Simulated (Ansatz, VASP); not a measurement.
**One calculation of Mo, two programs**

File INCAR:

```
PREC = Accurate ; ENCUT = 520
EDIFF = 1E-7 ; ISMEAR = -1
SIGMA = 0.05 ; LREAL = False
LASPH = True ; NELM = 80
ALGO = Normal ; ISIF = 2
LWAVE = False ; LCHARG = True
GGA = CA ; LELF = True
LVHAR = True ; NBANDS = 13
```

KPOINTS

```
Automatic mesh
0
Gamma
  12 12 12
```

POSCAR

```
Mo
1.0
   -1.5838089719      1.5838089719      1.5838089719
    1.5838089719     -1.5838089719      1.5838089719
    1.5838089719      1.5838089719     -1.5838089719
Mo
1
Direct
    0.0000000000      0.0000000000      0.0000000000
```

Contents of input.yaml:

```yaml
crystal:
  lattice:
    - [-1.5838089719, 1.5838089719, 1.5838089719]
    - [1.5838089719, -1.5838089719, 1.5838089719]
    - [1.5838089719, 1.5838089719, -1.5838089719]
  atoms:
    - { symbol: Mo, position: [0.0, 0.0, 0.0] }
kpoints:
  mp_grid: { grid: [12, 12, 12] }
  band_path:
    path:
      - [0.0, 0.0, 0.0]
      - [0.5, -0.5, 0.5]
      - [0.0, 0.0, 0.5]
      - [0.0, 0.0, 0.0]
      - [0.25, 0.25, 0.25]
      - [0.5, -0.5, 0.5]
    npoints: 8
scf:
  occupations: { method: fermi_dirac, width: 0.05 }
hamiltonian:
  xc: lda
  pseudopotentials: { kind: all_electron, lapw: { basis_error: 0.001 } }
output:
  forces: true
  stress: true
  eigenvalues: true
```

Alike in both runs: functional LDA; k mesh 12 × 12 × 12; occupations fermi-dirac, width 0.05 eV; no spin polarisation.

|  | VASP | Ansatz |
| --- | --- | --- |
| version | VASP 6.6.1 | Ansatz 0.2.0 |
| potentials or method | VASP PAW LDA potentials, release 64 (Mo_sv) | all-electron LAPW, scalar-relativistic |
| plane-wave cutoff (eV) | 520 | see its input |
| task | single point | band structure |

|  | VASP | Ansatz | Ansatz less VASP |
| --- | --- | --- | --- |
| gap on the k mesh at the Fermi level (eV) | none | none | - |
| pressure (GPa) | -13.2 | -14.1 | -0.96 |

A gap of «none» marks a metal or a gap that the smearing closes. Ansatz ran all-electron here, so the differences hold the error of VASP's frozen core and of both bases.
